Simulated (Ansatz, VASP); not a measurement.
# CuO: VASP beside Ansatz

```
Cu O
1.0
     2.77842    0.00000    0.00000
    -1.38921    2.40619    0.00000
     0.00000    0.00000    2.71160
Cu O
1 1
Direct
  0.00000 0.00000 0.00000
  0.66667 0.33333 0.50000
```

Measurements of this composition are mostly on another form, of space group No. 15.

Alike in both runs: task single point; functional PBE; k mesh 11 × 11 × 10; occupations fermi-dirac, width 0.05 eV; no spin polarisation.

|  | VASP | Ansatz |
| --- | --- | --- |
| version | VASP 6.6.1 | Ansatz 0.2.0 |
| potentials or method | VASP PAW PBE potentials, release 64 (Cu, O) | Ansatz PAW |
| plane-wave cutoff (eV) | 520 | 420 |
| valence electrons in the cell | 17 | 25 |

|  | VASP | Ansatz | Ansatz less VASP |
| --- | --- | --- | --- |
| gap on the k mesh at the Fermi level (eV) | none | none | - |
| pressure (GPa) | 11.8 | 11.5 | -0.28 |
| largest component of the traceless stress (GPa) | 5.41 | 5.43 | +0.015 |

A gap of «none» marks a metal or a gap that the smearing closes. With one functional, cell and mesh, what is left measures potentials, basis and numerics. The two sets of potentials don't hold the same shells in valence.

Caveats: an odd number of electrons without spin polarisation forces a metal; a magnetic or distorted state may lie lower; the run has no spin polarisation, though such a crystal can be magnetic; semilocal functionals often make such compounds metallic where correlation or magnetic order opens a gap, which also shifts bond lengths; the pressure holds a Pulay correction of +0.8 GPa for the finite cutoff (Ansatz).
